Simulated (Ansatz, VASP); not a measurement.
# One calculation of W, two programs

The input INCAR:

```
PREC = Accurate
ENCUT = 600
EDIFF = 1E-7
ISMEAR = -1
SIGMA = 0.05
LREAL = False
LASPH = True
NELM = 80
ALGO = Normal
ISIF = 3
LWAVE = False
LCHARG = False
GGA = PS
IVDW = 12
IBRION = 2
NSW = 80
EDIFFG = -0.005
```

KPOINTS

```
Automatic mesh
0
Gamma
  12 12 12
```

The input POSCAR:

```
W
1.0
   -1.5823450000      1.5823450000      1.5823450000
    1.5823450000     -1.5823450000      1.5823450000
    1.5823450000      1.5823450000     -1.5823450000
W
1
Direct
    0.0000000000      0.0000000000      0.0000000000
```

File input.yaml:

```yaml
crystal:
  lattice:
    - [-1.582345, 1.582345, 1.582345]
    - [1.582345, -1.582345, 1.582345]
    - [1.582345, 1.582345, -1.582345]
  atoms:
    - { symbol: W, position: [0.0, 0.0, 0.0] }
kpoints:
  mp_grid: { grid: [12, 12, 12] }
scf:
  occupations: { method: fermi_dirac, width: 0.05 }
hamiltonian:
  xc: pbesol
  dispersion: d3bj
  pseudopotentials: { kind: all_electron, lapw: { basis_error: 0.001 } }
output:
  forces: true
  stress: true
relax:
  f_tol: 0.005
  max_steps: 60
  cell: {}
```

Alike in both runs: task relaxation of cell and atoms; functional PBEsol; dispersion D3(BJ); k mesh 12 × 12 × 12; occupations fermi-dirac, width 0.05 eV; no spin polarisation.

|  | VASP | Ansatz |
| --- | --- | --- |
| version | VASP 6.6.1 | Ansatz 0.2.0 |
| potentials or method | VASP PAW PBE potentials, release 64 (W_sv) | all-electron LAPW, scalar-relativistic |
| plane-wave cutoff (eV) | 600 | see its input |

```csv
,VASP,Ansatz,Ansatz less VASP
relaxed volume (Å³/atom),15.36,15.32,-0.039
relaxed cell length with the largest relative difference (Å),2.712,2.710,-0.0023
energy change over the relaxation (meV/atom),-15,-18,-2.4
```

Ansatz ran all-electron here, so the differences hold the error of VASP's frozen core and of both bases.

Caveats: the PAW data sets were made with another functional, which shifts forces and pressure a little (VASP); pairwise dispersion overbinds metals, which lowers pressure and volume (VASP). The runs have no spin-orbit coupling, so splittings on W are missing.
